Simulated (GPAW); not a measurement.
# Sb (P-1) in GPAW: further runs

The runs below take Sb through electron localisation function, relaxation of cell and atoms, with RPBE, PBE+D4.

Program: GPAW 26.7.0. These are calculated values, not measurements. Logs are shortened: lines on timing, memory, paths and dates and some standing lists are left out, and cuts for length are marked. The log counts tension as positive stress, the text compression.

## Step 1: The cell of the first run

The typed cell holds 1 atom: a = 3.520 Å, b = 3.489 Å, c = 3.551 Å, α = 126.62°, β = 127.33°, γ = 78.30°.

This isn't the form of Sb at room conditions, which is rhombohedral.

## Step 2: Electron localisation function, RPBE (cell sheared at random, sigma 0.01, atoms nudged by 0.01 Å)

File run.py:

```python
from ase import Atoms
from ase.dft.bandgap import bandgap
from ase.io import write
from ase.units import Bohr, GPa
from gpaw import GPAW, PW
from gpaw.elf import elf_from_dft_calculation

atoms = Atoms(['Sb'],
              cell=[[-1.59487188, 1.55125447, 2.72766671],
                    [1.54721713, -1.56492539, 2.70791077],
                    [1.61541683, 1.58547034, -2.73561407]],
              scaled_positions=[[0.0, 0.0, 0.0]],
              pbc=True)

calc = GPAW(mode=PW(600),
            xc='RPBE',
            kpts={'size': (10, 10, 12), 'gamma': True},
            occupations={'name': 'fermi-dirac', 'width': 0.05},
            nbands=15,
            convergence={'density': 1e-05, 'energy': 1e-05},
            maxiter=150,
            txt='gpaw.txt')
atoms.calc = calc
energy = atoms.get_potential_energy()
forces = atoms.get_forces()
stress = atoms.get_stress()
calc.write('gs.gpw')
write('result.traj', atoms)
print(f'Energy: {energy:.6f} eV')
print('Forces (eV/A):')
print(forces.round(4))
print('Stress (GPa):', (stress / GPa).round(3))
print('Fermi level:', round(calc.get_fermi_level(), 4), 'eV')
print(f'Gap: {bandgap(calc)[0]:.4f} eV, direct: {bandgap(calc, direct=True)[0]:.4f} eV')

# fields on the real-space grid
write('density.cube', atoms, data=calc.get_pseudo_density() * Bohr**3)
write('potential.cube', atoms, data=calc.get_electrostatic_potential())
write('elf.cube', atoms, data=elf_from_dft_calculation(calc).data)
```

Potentials or basis: the program's PAW data sets (release 1.2.1) made for this functional, pw.

Run with:

```console
$ OMP_NUM_THREADS=1 python run.py
```

gpaw.txt:

```text
__  _  _
 | _ |_)|_||  |
 |__||  | ||/\| - 26.7.0

Input parameters:
  mode=PW(ecut=600.0),
  convergence={'density': 1e-05, 'energy': 1e-05},
  kpts=MonkhorstPack(size=(10, 10, 12), gamma=True),
  maxiter=150,
  nbands=15,
  occupations=Occupations(name='fermi-dirac', width=0.05),
  xc=XC(name='RPBE')

Diagonalizing LCAO Hamiltonian
Converting LCAO to pw mode

       Sb

Atoms  # Å, Bohr magnetons
|   | symbol |        x |        y |        z |    initial magnetic moments |
|---|--------|----------|----------|----------|-----------------------------|
| 0 |     Sb | 0.000000 | 0.000000 | 0.000000 | ( 0.0000,  0.0000,  0.0000) |

Unit cell  # Å
| periodic |         x |         y |         z |  lengths |     angles |
|----------|-----------|-----------|-----------|----------|------------|
|      yes | -1.594872 |  1.551254 |  2.727667 | 3.519968 | 126.615443 |
|      yes |  1.547217 | -1.564925 |  2.707911 | 3.489363 | 127.329302 |
|      yes |  1.615417 |  1.585470 | -2.735614 | 3.550616 |  78.298362 |

Number of symmetries: 2
Symmetry operations  # r_c * U_cc + t_c -> r_c
|   | kind |            matrix            |
|---|------|------------------------------|
| 0 |  E   |  1, 0, 0,  0, 1, 0,  0, 0, 1 |
| 1 |  i   | -1, 0, 0,  0,-1, 0,  0, 0,-1 |

BZ-sampling:
  Number of BZ points: 1200
  Number of IBZ points: 604

  Monkhorst-Pack size: [10, 10, 12]
  Monkhorst-Pack shift: [0.05, 0.05, 0.041666666666666664]

K-points  # in reciprocal-cell coordinates
|     |                                coordinates |     weight |
|-----|--------------------------------------------|------------|
|   0 | (  0.00000000,   0.00000000,  -0.00000000) | 0.00083333 |
|   1 | (  0.00000000,   0.00000000,   0.08333333) | 0.00166667 |
|   2 | (  0.00000000,   0.00000000,   0.16666667) | 0.00166667 |
|   3 | (  0.00000000,   0.00000000,   0.25000000) | 0.00166667 |
|   4 | (  0.00000000,   0.00000000,   0.33333333) | 0.00166667 |
|   5 | (  0.00000000,   0.00000000,   0.41666667) | 0.00166667 |
|   6 | (  0.00000000,   0.00000000,   0.50000000) | 0.00083333 |
|   7 | (  0.00000000,   0.10000000,  -0.41666667) | 0.00166667 |
|   8 | (  0.00000000,   0.10000000,  -0.33333333) | 0.00166667 |
|   9 | (  0.00000000,   0.10000000,  -0.25000000) | 0.00166667 |
| ... |                                            |            |
| 603 | (  0.50000000,   0.50000000,   0.50000000) | 0.00083333 |

Plane wave coefficients: 918
Cutoff: 600.0 eV

Spin-components: 1 (collinear spins)
Bands:           15
Projectors:      6
Spin-degeneracy: 2
Datatype:        complex128

Parallelization:
  kpt:    1
  domain: 1
  band:   1

Density:
  Valence electrons: 15.0
  Components: 1
  Grid points: [20 20 21]
  Charge: 0.0  # |e|

Potential:
  Grid points: [20 20 21]

species:
  Sb:
    name:    Antimony
    Z:       51.0
    valence: 15
    core:    36
    charge:  0.0  # [|e|]
    compensation charges:
      type: gauss
      rc: 0.36  # [Å]
      lmax: 2
    cutoffs:
      filter: 2.23  # [Å]
      core: 2.23  # [Å]
    projectors
    | kind |    occ | energy [eV] | rcut [Å] |
    |------|--------|-------------|----------|
    |   5s |  2.000 |     -12.749 |    1.154 |
    |   5p |  3.000 |      -4.786 |    1.233 |
    |   4d | 10.000 |     -33.516 |    1.196 |
    |    s |        |      14.463 |    1.154 |
    |    p |        |      22.425 |    1.233 |
    |    d |        |      -6.304 |    1.196 |

    Using partial waves for Sb as LCAO basis

Reference energy: -176290.617770  # eV

eigensolver:
  PPCG
  Converge bands: occupied
  niter=2

density mixing:
  MSR1-Mixer
  Pratt-step length: 0.05
  Maximum mixing coefficient: 0.75
  Old densities: 10
  SVD Regularization: 0.005
  Good broyden scale: 1.0
  Trust region scale: 1.0
  Backstep threshold: 4.0
  History deletion threshold: 6.0
  Fourier metric: weight=20.0, sigma=0.015

occupation numbers:
  Fermi-Dirac:
    width: 0.0500  # eV

poisson solver:
  ecut: 4800.0  # eV

xc functional:
  name: RPBE with 2 nearest neighbor stencil

convergence criteria:
- Maximum integral of absolute [dens]ity change: 1e-05 electrons / valence electron
- Maximum [total energy] change in last 3 cyles: 1e-05 eV / valence electron
- Maximum integral of absolute [eigenst]ate change: 4e-08 eV^2 / valence electron
maximum number of iterations: 150

SCF iterations
|iter     | |      energy | eigst |  dens |
|---------|-|-------------|-------|-------|
|iter:   1| |   -3.712521 | +0.22 |       |
|iter:   2| |   -3.714528 | -2.22 | -1.81 |
|iter:   3| |   -3.710464 | -2.65 | -1.83 |
|iter:   4| |   -3.711047 | -3.95 | -2.42 |
|iter:   5| |   -3.711149 | -5.02 | -2.97 |
|iter:   6| |   -3.711156c| -6.09 | -3.66 |
|iter:   7| |   -3.711156c| -7.60c| -4.52 |
|iter:   8| |   -3.711156c| -7.54c| -4.97 |
|iter:   9| |   -3.711156c| -8.42c| -5.69c|

Converged in 9 steps
Energy contributions relative to reference atoms: (reference = -176290.617770)

Energy contributions:
  Kinetic:           1.131249
  Coulomb:          -1.392107
  Zero:              0.167864
  External:          0.000000
  Xc:               -3.615442
  Entropy:          -0.005439
  Spinorbit:         0.000000
  ----------------------------
  Free energy:      -3.713876
  Extrapolated:     -3.711156

dipole moment: (-5.656235, -5.670801, -9.741036)  # |e|*Ang

Fermi level: 8.206
Eigenvalues  # (at kpt = [0.000, 0.000, -0.000])
| band index |      eig [eV] | occ [0-2] |
|------------|---------------|-----------|
|          0 |       -21.223 |     2.000 |
|          1 |       -21.190 |     2.000 |
|          2 |       -21.152 |     2.000 |
|          3 |       -21.150 |     2.000 |
|          4 |       -21.092 |     2.000 |
|          5 |        -4.687 |     2.000 |
|          6 |        12.856 |     0.000 |
|          7 |        13.587 |     0.000 |
|          8 |        13.811 |     0.000 |
|          9 |        18.052 |     0.000 |
|         10 |        18.929 |     0.000 |
|         11 |        19.268 |     0.000 |
|         12 |        19.429 |     0.000 |
|         13 |        19.669 |     0.000 |
|         14 |        19.804 |     0.000 |

No gap
No difference between direct/indirect transitions

Forces  # eV/Ang
|       x |       y |       z |
|---------|---------|---------|
| 0.00000 | 0.00000 | 0.00000 |  # Sb   0

Stress tensor  # eV/Ang^3
|         x |         y |         z |
|-----------|-----------|-----------|
| -0.015588 | -0.005985 | -0.000208 |
| -0.005985 | -0.022014 |  0.000979 |
| -0.000208 |  0.000979 | -0.015581 |

# Writing to gs.gpw (mode='')
```

stdout:

```text
Energy: -3.711156 eV
Forces (eV/A):
[[0. 0. 0.]]
Stress (GPa): [-2.497 -3.527 -2.496  0.157 -0.033 -0.959]
Fermi level: 8.2064 eV
Gap: 0.0000 eV, direct: 0.0000 eV
```

Wall time 2.3 min (1 thread of Arm Neoverse V1, shared host); peak memory 0.35 GiB.

What came out:

```yaml
Free_energy: -3.7139 eV
Pressure: 2.8 GPa
Band_gap_on_the_k_mesh: none (metal or under the smearing width)
```

Stress tensor (GPa, compression positive):
```
 2.50  0.96  0.03
 0.96  3.53 -0.16
 0.03 -0.16  2.50
```

Levels at points of the mesh, in eV from the Fermi level:
```
           k point  band 5  band 6  band 7  band 8  band 9  band 10  band 11
(0.00, 0.00, 0.00)  -29.30  -12.89    4.65    5.38    5.61     9.85    10.72
(0.00, 0.00, 0.50)  -29.23   -6.60   -4.44   -0.95    0.75     3.56     4.49
(0.00, 0.50, 0.00)  -29.29   -9.00   -5.76    1.57    5.44     5.96    10.60
(0.00, 0.50, 0.50)  -29.28   -9.02   -5.79    1.85    5.41     6.27    10.50
(0.50, 0.00, 0.00)  -29.28   -8.96   -5.77    1.74    5.34     6.15    10.47
(0.50, 0.00, 0.50)  -29.29   -9.19   -5.81    1.97    5.62     6.38    10.66
(0.50, 0.50, 0.00)  -29.23   -6.47   -4.30   -1.10    0.55     3.40     4.35
(0.50, 0.50, 0.50)  -29.29   -9.22   -5.66    2.06    2.31     5.98     6.29
```

The run has no spin-orbit coupling, so splittings on Sb are missing.

## Step 3: Relaxation of cell and atoms, PBE+D4 (cell sheared at random, sigma 0.01, atoms nudged by 0.01 Å)

File run.py:

```python
from ase.calculators.mixing import SumCalculator
from ase.filters import FrechetCellFilter
from ase.io import read, write
from ase.optimize import BFGS
from dftd4.ase import DFTD4
from gpaw import GPAW, PW

atoms = read('Sb.xyz')

calc = GPAW(mode=PW(600),
            xc='PBE',
            kpts={'size': (8, 8, 10), 'gamma': True},
            occupations={'name': 'methfessel-paxton', 'width': 0.1, 'order': 1},
            nbands=15,
            convergence={'density': 1e-05, 'energy': 1e-05},
            maxiter=60,
            symmetry={'tolerance': 0.001},
            txt='gpaw.txt')
atoms.calc = SumCalculator([calc, DFTD4(method='pbe')])
opt = BFGS(FrechetCellFilter(atoms), trajectory='relax.traj', logfile='-')
done = opt.run(fmax=0.01, steps=40)
calc.write('gs.gpw')
write('result.traj', atoms)
print('Converged:', done)
print('Cell:', atoms.cell.cellpar().round(4))
print('Volume:', round(atoms.get_volume(), 4))
print(atoms.get_scaled_positions().round(5))
```

File Sb.xyz:

```xyz
1
Lattice="-1.5948718800 1.5512544700 2.7276667100 1.5472171300 -1.5649253900 2.7079107700 1.6154168300 1.5854703400 -2.7356140700" Properties=species:S:1:pos:R:3 pbc="T T T"
Sb     0.0000000000      0.0000000000      0.0000000000
```

Potentials or basis: GPAW PAW data sets (gpaw-data 1.2.1), pw.

Run with:

```console
$ OMP_NUM_THREADS=1 python run.py
```

It took 14 min on 1 thread of Arm Neoverse V1, shared host; peak memory 0.4 GiB.

Results (log left out):

```yaml
Free_energy: -4.7148 eV
Relaxed_volume: 26.40 Å³/atom
Relaxed_cell: a = 3.438 Å, b = 3.437 Å, c = 3.347 Å, α = 125.20°, β = 125.21°, γ = 70.04°
Space_group_after_relaxing_to_0.05_Å: C2/m (No. 12)
Energy_gained_by_relaxing: 48.4 meV/atom
Ionic_steps: 17
Pressure_after_relaxing: 0.0 GPa
Band_gap_on_the_k_mesh: none (metal or under the smearing width)
Dispersion_energy_per_atom: -0.574 eV
```

The path:
```tsv
step	energy change (eV)	largest force (eV/Å)	pressure (GPa)	volume (Å³)
1	0.0000	0.0000	-1.71	26.96
2	-0.0064	0.0000	-1.00	26.63
3	0.0465	0.0000	10.00	23.52
4	-0.0219	0.0000	1.31	25.75
5	-0.0248	0.0000	1.39	25.74
6	-0.0465	0.0000	0.38	26.17
7	-0.0467	0.0000	0.20	26.24
8	-0.0470	0.0000	-0.05	26.34
9	-0.0473	0.0000	-0.12	26.38
10	-0.0475	0.0000	-0.14	26.40
11	-0.0477	0.0000	-0.06	26.39
12	-0.0479	0.0000	0.12	26.33
13	-0.0482	0.0000	0.25	26.31
14	-0.0483	0.0000	0.15	26.34
15	-0.0484	0.0000	-0.04	26.42
16	-0.0483	0.0000	-0.03	26.41
17	-0.0484	0.0000	0.01	26.40
```

Final structure:
```yaml
crystal:
  lattice:
    - [-1.20146, 1.58872, 2.80191]
    - [1.59054, -1.19874, 2.80156]
    - [1.50887, 1.51092, -2.57693]
  atoms:
    - { symbol: Sb, position: [0.00000, 0.00000, 0.00000] }
```

Levels at points of the mesh, in eV from the Fermi level:
```tsv
k point	band 6	band 7	band 8	band 9	band 10	band 11
(0.00, 0.00, 0.00)	-13.10	4.40	4.91	6.11	9.13	10.25
(0.00, 0.00, 0.50)	-7.27	-5.25	0.15	2.28	4.93	5.98
(0.00, 0.50, 0.00)	-9.60	-6.06	2.93	6.17	7.48	10.89
(0.00, 0.50, 0.50)	-8.36	-5.60	0.24	3.75	4.55	7.70
(0.50, 0.00, 0.00)	-9.60	-6.06	2.93	6.17	7.49	10.89
(0.50, 0.00, 0.50)	-8.36	-5.60	0.24	3.75	4.55	7.70
(0.50, 0.50, 0.00)	-6.08	-3.28	-2.98	0.70	2.27	4.73
(0.50, 0.50, 0.50)	-9.54	-5.93	2.50	3.52	6.94	7.23
```

Caveat: later steps reuse the first step's grids; this smearing can pin the Fermi level at a band edge; pairwise dispersion overbinds metals, which lowers pressure and volume. Spin-orbit coupling is left out, which matters for the levels of Sb.
